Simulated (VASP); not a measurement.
# Nb3Sn (Pm-3n) in VASP: reference runs, part 2 of 2

VASP 6.6.1. The steps go on from the part before.

## 3. Single point, PBE

The input, INCAR:

```
SYSTEM = Nb3Sn
ALGO     = Normal         ! electronic algorithm
EDIFF    = 1E-7           ! SCF threshold, eV
ENCUT    = 520            ! plane-wave cutoff, eV
GGA      = PE             ! functional
ISIF     = 2              ! what is computed and relaxed
ISMEAR   = -1             ! smearing method
LASPH    = .TRUE.         ! aspherical terms in the spheres
LCHARG   = .TRUE.         ! write CHGCAR
LELF     = .TRUE.         ! ELF
LREAL    = .FALSE.        ! projectors in reciprocal space
LVHAR    = .TRUE.       
LWAVE    = .FALSE.        ! write WAVECAR
NBANDS   = 63             ! bands
NELM     = 100            ! most SCF steps
PREC     = Accurate       ! precision mode
SIGMA    = 0.05           ! smearing width, eV
```

The input, KPOINTS:

```
k-points
0
G
  5 5 5
  0 0 0
```

The input, POSCAR:

```
Nb3Sn
1.0
    5.2821000000      0.0000000000      0.0000000000
    0.0000000000      5.2821000000      0.0000000000
    0.0000000000      0.0000000000      5.2821000000
Sn Nb
2 6
Direct
    0.5000000000      0.5000000000      0.5000000000
    0.0000000000      0.0000000000      0.0000000000
    0.0000000000      0.5000000000      0.2500000000
    0.0000000000      0.5000000000      0.7500000000
    0.5000000000      0.2500000000      0.0000000000
    0.7500000000      0.0000000000      0.5000000000
    0.5000000000      0.7500000000      0.0000000000
    0.2500000000      0.0000000000      0.5000000000
```

Potentials or basis: VASP PAW PBE potentials, release 64 (Sn_d, Nb_sv).

On the command line:

```sh
$ cat potpaw_PBE.64/Sn_d/POTCAR potpaw_PBE.64/Nb_sv/POTCAR > POTCAR
$ mpirun -np 1 vasp_std > vasp.out
```

OUTCAR:

```text
SYSTEM = Nb3Sn
   EDIFF = 1E-7
   ENCUT = 520
   GGA = PE
   ISIF = 2
   ISMEAR = -1
   LASPH = .TRUE.
   LREAL = .FALSE.
   NELM = 100
   PREC = Accurate

 ion  position               nearest neighbor table
   1  0.500  0.500  0.500-   3 2.95   4 2.95   5 2.95   6 2.95   7 2.95   8 2.95   5 2.95   7 2.95
                             6 2.95   8 2.95   3 2.95   4 2.95
   2  0.000  0.000  0.000-   3 2.95   4 2.95   5 2.95   6 2.95   7 2.95   8 2.95   6 2.95   8 2.95
                             3 2.95   4 2.95   5 2.95   7 2.95
   3  0.000  0.500  0.250-   4 2.64   4 2.64   1 2.95   2 2.95   2 2.95   1 2.95
   4  0.000  0.500  0.750-   3 2.64   3 2.64   1 2.95   2 2.95   2 2.95   1 2.95
   5  0.500  0.250  0.000-   7 2.64   7 2.64   1 2.95   1 2.95   2 2.95   2 2.95
   6  0.750  0.000  0.500-   8 2.64   8 2.64   1 2.95   2 2.95   1 2.95   2 2.95
   7  0.500  0.750  0.000-   5 2.64   5 2.64   1 2.95   1 2.95   2 2.95   2 2.95
   8  0.250  0.000  0.500-   6 2.64   6 2.64   1 2.95   2 2.95   1 2.95   2 2.95

  LATTYP: Found a simple cubic cell.
 ALAT       =     5.2821000000

  Lattice vectors:

 A1 = (   5.2821000000,   0.0000000000,   0.0000000000)
[... 184 lines left out ...]
 k-point     1 :       0.0000    0.0000    0.0000
  band No.  band energies     occupation
      1     -43.1153      2.00000
      2     -43.0422      2.00000
      3     -43.0422      2.00000
      4     -42.8198      2.00000
      5     -42.8198      2.00000
      6     -42.8198      2.00000
[... 649 lines left out ...]
     62      14.0822      0.00000
     63      14.2046      0.00000

------------------------ aborting loop because EDIFF is reached ----------------------------------------

  FORCE on cell =-STRESS in cart. coord.  units (eV):
  Direction    XX          YY          ZZ          XY          YZ          ZX
  --------------------------------------------------------------------------------------
  -------------------------------------------------------------------------------------
  Total        3.1390639      3.1390639      3.1390639     -0.0000000      0.0000000      0.0000000
  in kB       34.1264323     34.1264323     34.1264323     -0.0000000      0.0000000      0.0000000
  external PRESSURE =      34.1264323 kB  Pullay stress =       0.0000000 kB

 VOLUME and BASIS-vectors are now :
 -----------------------------------------------------------------------------
  energy-cutoff  :      520.00
  volume of cell :      147.37
      direct lattice vectors                 reciprocal lattice vectors
     5.282100000  0.000000000  0.000000000     0.189318642  0.000000000  0.000000000
     0.000000000  5.282100000  0.000000000     0.000000000  0.189318642  0.000000000
     0.000000000  0.000000000  5.282100000     0.000000000  0.000000000  0.189318642

 POSITION                                       TOTAL-FORCE (eV/Angst)
 -----------------------------------------------------------------------------------
      2.64105      2.64105      2.64105         0.000000      0.000000      0.000000
      0.00000      0.00000      0.00000         0.000000      0.000000      0.000000
      0.00000      2.64105      1.32052        -0.000000     -0.000000     -0.000000
      0.00000      2.64105      3.96157         0.000000     -0.000000      0.000000
      2.64105      1.32052      0.00000        -0.000000      0.000000     -0.000000
      3.96157      0.00000      2.64105         0.000000     -0.000000     -0.000000
      2.64105      3.96157      0.00000         0.000000     -0.000000      0.000000
      1.32052      0.00000      2.64105        -0.000000      0.000000      0.000000
 -----------------------------------------------------------------------------------
    total drift:                                0.000000     -0.000000      0.000000

  FREE ENERGIE OF THE ION-ELECTRON SYSTEM (eV)
  ---------------------------------------------------
  free  energy   TOTEN  =       -70.3553408744 eV

  energy  without entropy=      -70.2418152192  energy(sigma->0) =      -70.29857805
```

OSZICAR:

```text
N       E                     dE             d eps       ncg     rms          rms(c)
DAV:   1     0.182302962749E+04    0.18230E+04   -0.51475E+04  1318   0.224E+03
DAV:   2     0.226897162027E+03   -0.15961E+04   -0.15628E+04  1260   0.839E+02
DAV:   3    -0.364474664293E+02   -0.26334E+03   -0.25455E+03  1639   0.285E+02
DAV:   4    -0.701637025421E+02   -0.33716E+02   -0.32694E+02  1920   0.887E+01
DAV:   5    -0.731394672732E+02   -0.29758E+01   -0.29339E+01  2280   0.235E+01    0.179E+01
DAV:   6    -0.705659033364E+02    0.25736E+01   -0.96924E+00  1872   0.157E+01    0.591E+00
DAV:   7    -0.703452729112E+02    0.22063E+00   -0.18187E+00  1952   0.686E+00    0.266E+00
DAV:   8    -0.703537823261E+02   -0.85094E-02   -0.26354E-01  2056   0.275E+00    0.595E-01
DAV:   9    -0.703547751125E+02   -0.99279E-03   -0.41894E-02  2056   0.111E+00    0.394E-01
DAV:  10    -0.703554038532E+02   -0.62874E-03   -0.63583E-03  2048   0.382E-01    0.627E-02
DAV:  11    -0.703553593407E+02    0.44513E-04   -0.58209E-04  1736   0.133E-01    0.275E-02
DAV:  12    -0.703553411877E+02    0.18153E-04   -0.60164E-05  2120   0.428E-02    0.668E-03
DAV:  13    -0.703553412299E+02   -0.42173E-07   -0.66706E-06  1880   0.147E-02    0.292E-03
DAV:  14    -0.703553408783E+02    0.35155E-06   -0.52493E-07  1416   0.415E-03    0.912E-04
DAV:  15    -0.703553408744E+02    0.39454E-08   -0.19572E-07  1072   0.304E-03
   1 F= -.70355341E+02 E0= -.70298578E+02  d E =-.113526E+00
```

Run time: 4.3 min. Hardware: 1 thread of AMD EPYC, shared host; peak memory 0.23 GiB.

What came out:

```yaml
Free_energy: -70.3553 eV
Pressure: 3.4 GPa
Band_gap_on_the_k_mesh: none (metal or under the smearing width)
```
